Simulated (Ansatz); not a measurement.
The system is Al2Cu (Khatyrkite).

```
Cu Al
1.0
    -3.03350    3.03350    2.43850
     3.03350   -3.03350    2.43850
     3.03350    3.03350   -2.43850
Cu Al
2 4
Direct
  0.25000 0.25000 0.00000
  0.75000 0.75000 0.00000
  0.34190 0.15810 0.50000
  0.84190 0.34190 0.18380
  0.65810 0.84190 0.50000
  0.15810 0.65810 0.81620
```

A run of Ansatz 0.2.0 on this cell left the log below. Logs are shortened: lines on timing, memory, paths and dates and some standing lists are left out, and cuts for length are marked.

```text
Warning: RAYON_NUM_THREADS=2 ignored (pool sized by the plan → 2); use --threads N
scf.n_extra_bands = 15 over 25 filled bands (N_el = 50.0): the run solves 40 bands
Engine: ansatz 0.2.0, aarch64-unknown-linux-gnu
Pseudopotentials: kind: paw
Pseudopotential: Cu, paw, valence charge 19, recommended cutoff 420 eV (normal), Cu.paw.azcp
Pseudopotential: Al, paw, valence charge 3, recommended cutoff 420 eV (normal), Al.paw.azcp
Functional definition: PBEsol
  exchange = pbesol_x
  correlation = pbesol_c
Crystal: 6 atoms, lattice volume = 89.758 Å³
Basis set: ecut = 420 eV, 1729 PW (Γ), exchange–correlation on 72×72×72 points (8 copies of the dense FFT grid, shifted against one another)
Bands: 40, of which v1, the nominal top of the filled ones, is band 25 counted from 1 (24 counted from 0)
Symmetry: 16 space group operations
Space group: I4/mcm (ITA 140), of the structure as read, at distance tolerance 4.5e-5 Å
k-points: 40 of 343
Non-local potential: Cu, projectors of the file, l = 0: 3, l = 1: 2, l = 2: 3, l = 3: 1
Non-local potential: Al, projectors of the file, l = 0: 2, l = 1: 2, l = 2: 1
PAW form: soft (Blöchl's): semilocal exchange-correlation on the pseudo side does not see the compensation charge
PAW frozen core: Cu, regenerated for the run's functional, and the local potential with it (the file was generated under x = pbe(κ = 0.804, μ = 0.2195149727645171), c = pbe(β = 0.06672455060314922))
PAW frozen core: Al, regenerated for the run's functional, and the local potential with it (the file was generated under x = pbe(κ = 0.804, μ = 0.2195149727645171), c = pbe(β = 0.06672455060314922))
PAW one-centre angular grid: Cu, 590 points (default); XC on 64 Gauss nodes
PAW one-centre angular grid: Al, 110 points (default); XC on 64 Gauss nodes
[... 15 lines left out ...]
Harris-Foulkes:  -15276.763419 eV  (|F-HF|=2.52e-9)
Internal energy: -15276.753758 eV  (E = F + TS)
E sigma→0 (E₀):  -15276.758589 eV
Entropy (-TS):   -0.009661 eV (-1.610 meV/atom)
Fermi energy:    10.293249 eV
--- Per-component energies (eV) ---
  E_band       = -934.502476
  E_kinetic    = 691.254436
  E_local      = -12450.457793  (includes V_loc(G=0)·N_el)
  E_nonlocal   = 813.940772
  E_hartree    = 5629.235706
  E_xc         = -337.375085
  E_vxc        = -349.765440  (∫ρ·V_xc dr)
  E_paw        = -5062.884208  (= ΣΔE_a)
  E_vpaw       = -897.939674  (= ΣTr[D̂ρ^β])
  E_aug_tail   = 0.000522  (compensation charges beyond the density's cutoff)
  E_ewald      = -4560.957069
  E_core_change = 0.488960  (= ΣΔE_core)
  E_smearing   = -0.009661  (= −TS)
  E_closure    = -0.000000  (closes the sum)
  Σ components = -15276.763419   (vs F -15276.763419, Δ=0.00e0)
--- Forces (eV/Å), atoms counted from 1 ---
  atom   1  Cu    -0.00000000     0.00000000     0.00000000
  atom   2  Cu    -0.00000000     0.00000000     0.00000000
  atom   3  Al     0.04864822    -0.04864822     0.00000000
  atom   4  Al    -0.04864822    -0.04864822     0.00000000
  atom   5  Al    -0.04864822     0.04864822     0.00000000
  atom   6  Al     0.04864822     0.04864822     0.00000000
  max |Σ_I F_I| component: 6.94e-18 eV/Å
--- Stress (GPa, compression-positive) ---
       -3.550879      -0.000000       0.000000
       -0.000000      -3.550879       0.000000
       -0.000000      -0.000000      -3.317464
  P = ⅓ Tr σ = -3.4731 GPa (-34.731 kbar)
--- Band table (eV; the first three rows and the last of 40) ---
  k-point 0: bands = ["-103.1522", "-103.1434", "-60.6817", "-60.6817", "-60.6729", "-60.6729", "-60.6629", "-60.5666", "-0.5185", "4.9312", "5.1422", "5.1422", "5.1474", "6.0595", "6.1908", "6.4943", "6.7941", "7.0588", "7.0588", "7.2824", "7.2824", "8.2234", "8.8418", "9.0323", "9.0323", "9.4086", "9.8551", "10.2759", "11.6532", "11.6532", "11.8352", "15.4148", "15.4148", "16.0139", "16.3545", "22.1206", "22.7713", "23.0027", "23.2220", "23.2220"]
  k-point 1: bands = ["-103.1522", "-103.1434", "-60.6817", "-60.6817", "-60.6729", "-60.6729", "-60.6629", "-60.5666", "-0.3521", "4.6045", "5.1034", "5.1246", "5.1945", "5.9719", "6.2192", "6.3698", "6.4130", "6.6640", "7.0573", "7.0588", "7.5103", "8.4833", "8.5093", "8.7795", "9.2033", "9.5149", "10.6005", "11.0692", "12.1208", "12.1834", "12.2340", "13.8378", "14.0729", "17.8080", "18.0600", "20.9886", "21.0716", "21.6967", "22.3707", "22.9633"]
  k-point 2: bands = ["-103.1523", "-103.1434", "-60.6817", "-60.6817", "-60.6729", "-60.6729", "-60.6629", "-60.5666", "0.1435", "3.4053", "5.0191", "5.1974", "5.3313", "5.8292", "6.0256", "6.1191", "6.2979", "6.5908", "7.0540", "7.0589", "7.8586", "7.8732", "8.0644", "8.9013", "9.3304", "9.4423", "11.9746", "12.2238", "12.5148", "13.2048", "13.2558", "13.6249", "13.6703", "18.7803", "18.7837", "18.9874", "20.0429", "20.2711", "20.8184", "22.4461"]
  k-point 39: bands = ["-103.1523", "-103.1434", "-60.6817", "-60.6817", "-60.6729", "-60.6729", "-60.6629", "-60.5666", "2.3830", "3.3486", "3.5058", "4.3463", "4.9920", "5.3193", "5.4410", "5.8838", "5.9070", "6.1624", "6.1624", "6.4655", "6.9846", "7.0517", "7.0518", "8.4189", "12.2752", "12.3330", "12.8424", "13.6671", "14.5350", "15.3963", "15.5577", "15.6958", "16.8916", "17.1537", "18.1539", "18.3269", "18.9500", "19.5937", "20.2784", "20.2816"]
```

Problem. What input gives this log?

Solution. Band structure with PBEsol, no spin polarisation. The files as run (others can give the same):

input.yaml
```yaml
crystal:
  lattice:
    - [-3.0335, 3.0335, 2.4385]
    - [3.0335, -3.0335, 2.4385]
    - [3.0335, 3.0335, -2.4385]
  atoms:
    - { symbol: Cu, position: [0.25, 0.25, 0.0] }
    - { symbol: Cu, position: [0.75, 0.75, 0.0] }
    - { symbol: Al, position: [0.3419, 0.1581, 0.5] }
    - { symbol: Al, position: [0.8419, 0.3419, 0.1838] }
    - { symbol: Al, position: [0.6581, 0.8419, 0.5] }
    - { symbol: Al, position: [0.1581, 0.6581, 0.8162] }
hamiltonian:
  xc: pbesol
  pseudopotentials: { kind: paw }
kpoints:
  mp_grid: { grid: [7, 7, 7] }
  band_path:
    path:
      - [[0.0, 0.0, 0.0], [0.0, 0.0, 0.5], [-0.5, 0.5, 0.5], [0.0, 0.0, 0.0], [0.4115464914, 0.4115464914, -0.4115464914], [0.25, 0.25, 0.25], [0.0, 0.5, 0.0], [-0.4115464914, 0.5884535086, 0.4115464914], [-0.5, 0.5, 0.5]]
      - [[0.0, 0.0, 0.5], [0.25, 0.25, 0.25]]
    npoints: 14
scf:
  occupations: { method: fermi_dirac, width: 0.05 }
  n_extra_bands: 15
output:
  forces: true
  stress: true
  eigenvalues: true
  fatbands: false
  write_density: true
  write_potential: true
  elf: true
  volumetric_format: npy
```

Potentials or basis: Ansatz PAW.
Launch:
```console
$ ansatz run input.yaml --threads 2 --pin off --max-ram 5632MiB --backend cpu --events-out ev --progress --plain --runs-dir out
```

Caveat: the PAW data sets come from PBE, with cores solved anew for the run's functional, which leaves a small shift of forces and pressure.
